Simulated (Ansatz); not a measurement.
# HfO2: the cost of one run

Method: DFT PBE+D3(BJ), scalar-relativistic, plane waves, PAW, in Ansatz 0.2.0.

## 1. Starting point

Symmetry: Fm-3m, No. 225, cubic system. The conventional cell has a = 5.073 Å, b = 5.073 Å, c = 5.073 Å, α = 90.00°, β = 90.00°, γ = 90.00°. Hf (site symmetry m-3m) has 8 O at 2.20 Å as nearest neighbours. Around O (site symmetry -43m) lie 4 Hf at 2.20 Å.

As a file:

```
Hf O
1.0
     0.00000    2.53644    2.53644
     2.53644    0.00000    2.53644
     2.53644    2.53644    0.00000
Hf O
1 2
Direct
  0.00000 0.00000 0.00000
  0.25000 0.25000 0.25000
  0.75000 0.75000 0.75000
```

This cell was relaxed beforehand with the same method: volume 10.88 Å³/atom, gap on the mesh 3.78 eV.

## 2. Cutting the slab

Miller indices refer to the conventional cell of the relaxed bulk, Fm-3m (No. 225): a = 5.073 Å, b = 5.073 Å, c = 5.073 Å, α = 90.00°, β = 90.00°, γ = 90.00°.

A (110) slab, 5.4 Å thick as cut, with 16 Å of vacuum, in a 2×2 surface cell; its outer planes are HfO2 (top) and HfO2 (bottom).

The slab as cut. Layers, bottom to top:

| plane | atoms per cell | height over the lowest (Å) |
| --- | --- | --- |
| 1 | Hf4O8 | 0.00 |
| 2 | Hf4O8 | 1.79 |
| 3 | Hf4O8 | 3.59 |
| 4 | Hf4O8 | 5.38 |

## 3. The clean surface, relaxed

Input file input.yaml:

```yaml
crystal:
  lattice:
    - [7.1741418864, 0.0, 0.0]
    - [0.0, 10.1457687542, 0.0]
    - [0.0, 0.0, 21.3806064148]
  atoms:
    - { symbol: Hf, position: [0.25, 0.25, 0.3741708652] }
    - { symbol: Hf, position: [0.25, 0.75, 0.3741708652] }
    - { symbol: Hf, position: [0.75, 0.25, 0.3741708652] }
    - { symbol: Hf, position: [0.75, 0.75, 0.3741708652] }
    - { symbol: O, position: [0.5, 0.375, 0.3741708652] }
    - { symbol: O, position: [0.5, 0.875, 0.3741708652] }
    - { symbol: O, position: [0.0, 0.375, 0.3741708652] }
    - { symbol: O, position: [0.0, 0.875, 0.3741708652] }
    - { symbol: O, position: [0.5, 0.625, 0.3741708652] }
    - { symbol: O, position: [0.5, 0.125, 0.3741708652] }
    - { symbol: O, position: [0.0, 0.625, 0.3741708652] }
    - { symbol: O, position: [0.0, 0.125, 0.3741708652] }
    - { symbol: Hf, position: [0.5, 0.5, 0.4580569551] }
    - { symbol: Hf, position: [0.5, 0.0, 0.4580569551] }
    - { symbol: Hf, position: [0.0, 0.5, 0.4580569551] }
    - { symbol: Hf, position: [0.0, 0.0, 0.4580569551] }
    - { symbol: O, position: [0.75, 0.625, 0.4580569551] }
    - { symbol: O, position: [0.75, 0.125, 0.4580569551] }
    - { symbol: O, position: [0.25, 0.625, 0.4580569551] }
    - { symbol: O, position: [0.25, 0.125, 0.4580569551] }
    - { symbol: O, position: [0.75, 0.875, 0.4580569551] }
    - { symbol: O, position: [0.75, 0.375, 0.4580569551] }
    - { symbol: O, position: [0.25, 0.875, 0.4580569551] }
    - { symbol: O, position: [0.25, 0.375, 0.4580569551] }
    - { symbol: Hf, position: [0.75, 0.75, 0.5419430449] }
    - { symbol: Hf, position: [0.75, 0.25, 0.5419430449] }
    - { symbol: Hf, position: [0.25, 0.75, 0.5419430449] }
    - { symbol: Hf, position: [0.25, 0.25, 0.5419430449] }
    - { symbol: O, position: [0.0, 0.875, 0.5419430449] }
    - { symbol: O, position: [0.0, 0.375, 0.5419430449] }
    - { symbol: O, position: [0.5, 0.875, 0.5419430449] }
    - { symbol: O, position: [0.5, 0.375, 0.5419430449] }
    - { symbol: O, position: [0.0, 0.125, 0.5419430449] }
    - { symbol: O, position: [0.0, 0.625, 0.5419430449] }
    - { symbol: O, position: [0.5, 0.125, 0.5419430449] }
    - { symbol: O, position: [0.5, 0.625, 0.5419430449] }
    - { symbol: Hf, position: [0.0, 0.0, 0.6258291348] }
    - { symbol: Hf, position: [0.0, 0.5, 0.6258291348] }
    - { symbol: Hf, position: [0.5, 0.0, 0.6258291348] }
    - { symbol: Hf, position: [0.5, 0.5, 0.6258291348] }
    - { symbol: O, position: [0.25, 0.125, 0.6258291348] }
    - { symbol: O, position: [0.25, 0.625, 0.6258291348] }
    - { symbol: O, position: [0.75, 0.125, 0.6258291348] }
    - { symbol: O, position: [0.75, 0.625, 0.6258291348] }
    - { symbol: O, position: [0.25, 0.375, 0.6258291348] }
    - { symbol: O, position: [0.25, 0.875, 0.6258291348] }
    - { symbol: O, position: [0.75, 0.375, 0.6258291348] }
    - { symbol: O, position: [0.75, 0.875, 0.6258291348] }
basis:
  ecutwfc: 420
kpoints:
  mp_grid: { grid: [2, 2, 1] }
hamiltonian:
  xc: pbe
  dispersion: d3bj
scf:
  occupations: { method: gaussian, width: 0.05 }
output:
  forces: true
  eigenvalues: true
  write_density: true
  write_potential: true
  elf: true
  volumetric_format: npy
relax:
  adjacent_minimum: "off"
  f_tol: 0.03
  max_steps: 70
  constraints:
    - { sites: [0, 1, 2, 3, 4, 5, 6, 7, 8, 9, 10, 11, 12, 13, 14, 15, 16, 17, 18, 19, 20, 21, 22, 23] }
efield:
  axis: 3
  dipole_correction: true
  ramp_width: 0.04
```

Started as:

```sh
$ ansatz run input.yaml --threads 8 --pin off --max-ram 20480MiB --backend cpu --events-out ev --progress --plain --runs-dir out
```

Q: Estimate wall time and peak memory on 8 threads of Intel Xeon Platinum 8259CL at 2.50GHz (Skylake/Cascade Lake), shared host.

About 3 min, with a peak of 8.5 GiB.
